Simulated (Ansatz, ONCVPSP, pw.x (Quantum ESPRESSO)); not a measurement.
## nitrogen (N) (bcc): variants of one ONCV potential in the solid

- Element: N
- Generator: ONCVPSP 4.0.1.1 (patched build)
- Type: optimised norm-conserving Vanderbilt (ONCV)
- Functional: PBE
- Relativity: scalar-relativistic
- Frozen core: [He]
- Valence charge: 5
- Reference configuration: 2s2 2p3
- Partial waves: 2s: rc 0.85 bohr, ncon 5, nbas 10, qcut 9.2 1/bohr, 1 projector; 2p: rc 2.05 bohr, ncon 3, nbas 6, qcut 8.5 1/bohr, 2 projectors, debl 2.2 Ha; d scattering state at 0.12 Ha: rc 2.15 bohr, ncon 4, nbas 8, qcut 4.8 1/bohr, 2 projectors, debl 3.9 Ha
- Local potential: polynomial inside 0.75 bohr (lpopt 3, dvloc0 0 Ha)
- Core correction: Teter function, fcfact 2.5, rcfact 1.1

Crystal test: bcc N in pw.x 7.5, no spin, 18³ k-points, Fermi–Dirac smearing 0.01 Ry, cutoffs set for each file from its atomic test. The reference is all-electron LAPW (Ansatz 0.2.0) with the same functional, mesh and smearing; V0 and B0 come from Birch–Murnaghan fits to the pressures at five volumes. Errors are pseudo minus all-electron; Δ is the rms difference of the E(V) curves that follow from these fits, minima aligned, over ±6 % about the mean V0. Mesh and smearing are coarse, so the numbers serve the comparison and aren't converged zero-temperature values; the lattice is a test structure that the element need not adopt. Spin polarisation is left out.

All-electron: a0 = 2.438 Å (V0 = 7.24 Å³/atom), B0 = 184.8 GPa.

Base: The largest radius (2.15 bohr) exceeds half the bond length (2.00 bohr), so the spheres overlap, which is one possible source of error among others. Atomic configuration tests: 1 of 4 tests not solved or not reliable.

| change | cutoffs (Ry) | pw.x | a0 (Å) | a0 error (%) | B0 error (%) | Δ (meV/atom) | mean pressure error (GPa) |
| --- | --- | --- | --- | --- | --- | --- | --- |
| base | 90/360 | converged | 2.437 | -0.04 | -1.1 | 0.4 | -0.24 |
| local potential polynomial inside 0.75 bohr (lpopt 3, dvloc0 4.5 Ha) | 90/360 | converged | 2.434 | -0.14 | -1.2 | 1.3 | -0.79 |
| reference 2s2 2p1 | 95/380 | converged; energies reset by the program | 2.419 | -0.77 | +2.0 | 6.8 | -4.22 |
| core correction Teter function, fcfact 3.25, rcfact 1.75 | 90/360 | converged | 2.436 | -0.05 | -1.0 | 0.5 | -0.31 |
| core correction Teter function, fcfact 2.5, rcfact 1.88 | 90/360 | converged | 2.436 | -0.05 | -1.0 | 0.5 | -0.32 |

(1) Give the row for: p: qcut 6.1.

Results:

(1) pw.x: converged; mean pressure error (GPa): -0.63; a0 (Å): 2.435; a0 error (%): -0.11; B0 error (%): -2.1; Δ (meV/atom): 1.0.
